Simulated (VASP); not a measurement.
Input for VASP

**INCAR**
```
SYSTEM = InN
PREC = Accurate
ENCUT = 520
EDIFF = 1E-6
NELM = 100
ALGO = Normal
LREAL = .FALSE.
LASPH = .TRUE.
ISMEAR = 0
SIGMA = 0.05
GGA = PE
LMAXMIX = 4
LWAVE = .FALSE.
LCHARG = .FALSE.
ISIF = 2
IBRION = 2
NSW = 40
EDIFFG = -0.01
```

**POSCAR**
```
InN
1
    1.8054000000    -3.1270450000     0.0000000000
    1.8054000000     3.1270450000     0.0000000000
    0.0000000000     0.0000000000     5.8140000000
In N
2 2
Selective dynamics
Direct
  0.6919058642   0.3745614007   0.5000000000 F F F
  0.3333330000   0.6666670000   0.0000000000 F F F
  0.6666670000   0.3333330000   0.8790000000 F F F
  0.3333330000   0.6666670000   0.3790000000 F F F
```

File KPOINTS:
```
Automatic mesh
0
Gamma
5 5 3
0 0 0
```

POTCAR, in this order: In_d N (PBE.64 set). Program: vasp_std.

The run wrote:

File standard output:
```
 POSCAR found type information on POSCAR InN
 POSCAR found :  2 types and       4 ions
 Reading from existing POTCAR
 Reading from existing POTCAR
 LDA part: xc-table for (Slater+PW92), standard interpolation
 POSCAR, INCAR and KPOINTS ok, starting setup
 WAVECAR not read
 entering main loop
       N       E                     dE             d eps       ncg     rms          rms(c)
DAV:   1     0.348360294262E+03    0.34836E+03   -0.18385E+04  1672   0.225E+03
DAV:   2     0.216796048072E+02   -0.32668E+03   -0.31925E+03  1732   0.484E+02
DAV:   3    -0.242276062135E+02   -0.45907E+02   -0.45027E+02  2312   0.185E+02
DAV:   4    -0.257222710020E+02   -0.14947E+01   -0.14888E+01  1978   0.365E+01
DAV:   5    -0.257734885430E+02   -0.51218E-01   -0.51207E-01  2174   0.623E+00    0.138E+01
DAV:   6    -0.212731441668E+02    0.45003E+01   -0.21284E+01  2850   0.590E+01    0.112E+01
DAV:   7    -0.213609336723E+02   -0.87790E-01   -0.22352E+00  1784   0.128E+01    0.329E+00
DAV:   8    -0.213294600461E+02    0.31474E-01   -0.27604E-01  2666   0.522E+00    0.186E+00
DAV:   9    -0.213204640447E+02    0.89960E-02   -0.64062E-02  2762   0.358E+00    0.506E-01
DAV:  10    -0.213175962806E+02    0.28678E-02   -0.14147E-02  2642   0.166E+00    0.158E-01
DAV:  11    -0.213183856841E+02   -0.78940E-03   -0.52442E-03  2580   0.584E-01    0.200E-01
DAV:  12    -0.213182127945E+02    0.17289E-03   -0.61515E-04  2568   0.314E-01    0.537E-02
DAV:  13    -0.213181804185E+02    0.32376E-04   -0.21356E-04  2640   0.117E-01    0.201E-02
DAV:  14    -0.213181825942E+02   -0.21757E-05   -0.13025E-05  1840   0.322E-02    0.123E-02
DAV:  15    -0.213181821947E+02    0.39947E-06   -0.10545E-06  1426   0.104E-02
   1 F= -.21318182E+02 E0= -.21317879E+02  d E =-.213182E+02
 curvature:   0.00 expect dE= 0.000E+00 dE for cont linesearch  0.000E+00
 trial: gam= 0.00000 g(F)=  0.000E+00 g(S)=  0.000E+00 ort = 0.000E+00 (trialstep = 0.100E+01)
 search vector abs. value=  0.100E-09
 reached required accuracy - stopping structural energy minimisation
```

### OUTCAR
```
------------------------ aborting loop because EDIFF is reached ----------------------------------------
  FORCE on cell =-STRESS in cart. coord.  units (eV):
  Direction    XX          YY          ZZ          XY          YZ          ZX
  --------------------------------------------------------------------------------------
  Total       -1.0360033     -0.4925421     -0.6580441     -0.7662345     -0.1034881     -0.4188382
  in kB      -25.2847780    -12.0210219    -16.0602744    -18.7007796     -2.5257393    -10.2221973
  external PRESSURE =     -17.7886915 kB  Pullay stress =       0.0000000 kB
  volume of cell :       65.65
      direct lattice vectors                 reciprocal lattice vectors
     1.805400000 -3.127045000  0.000000000     0.276946937 -0.159895364  0.000000000
     1.805400000  3.127045000  0.000000000     0.276946937  0.159895364  0.000000000
     0.000000000  0.000000000  5.814000000     0.000000000  0.000000000  0.171998624
 POSITION                                       TOTAL-FORCE (eV/Angst)
 -----------------------------------------------------------------------------------
      1.92540     -0.99235      2.90700        -0.894492     -0.275821      0.121225
      1.80540      1.04235      0.00000         0.032081      0.009523     -0.020571
      1.80540     -1.04235      5.11051         0.070794      0.032988     -0.005022
      1.80540      1.04235      2.20351         0.791617      0.233309     -0.095633
 -----------------------------------------------------------------------------------
    total drift:                                0.000374     -0.000590      0.000200
  FREE ENERGIE OF THE ION-ELECTRON SYSTEM (eV)
  ---------------------------------------------------
  free  energy   TOTEN  =       -21.3181821947 eV

  energy  without entropy=      -21.3175762139  energy(sigma->0) =      -21.31787920

 reached required accuracy - stopping structural energy minimisation
```
(Selected blocks of OUTCAR.)

The run ends quietly. Is anything wrong with it?

The cause: selective dynamics freezes every atom. The run ends without an error. Against the sound run, the energy per atom (σ→0) rises by 0.016 eV/atom; the pressure rises by 0.42 GPa; the largest force rises by 0.937 eV/Å. To mend it, correct POSCAR.
File POSCAR:
```
InN
1
    1.8054000000    -3.1270450000     0.0000000000
    1.8054000000     3.1270450000     0.0000000000
    0.0000000000     0.0000000000     5.8140000000
In N
2 2
Direct
  0.6919058642   0.3745614007   0.5000000000
  0.3333330000   0.6666670000   0.0000000000
  0.6666670000   0.3333330000   0.8790000000
  0.3333330000   0.6666670000   0.3790000000
```
The mended run (PBE GGA, plane waves, VASP's PBE PAW potentials (set 64)) converges, and its OSZICAR ends with
```
  15 F= -.21382562E+02 E0= -.21382049E+02  d E =-.812025E-04
```

The compound is InN in the wurtzite structure. The cell was not relaxed at this level, atoms are displaced from their ideal sites.
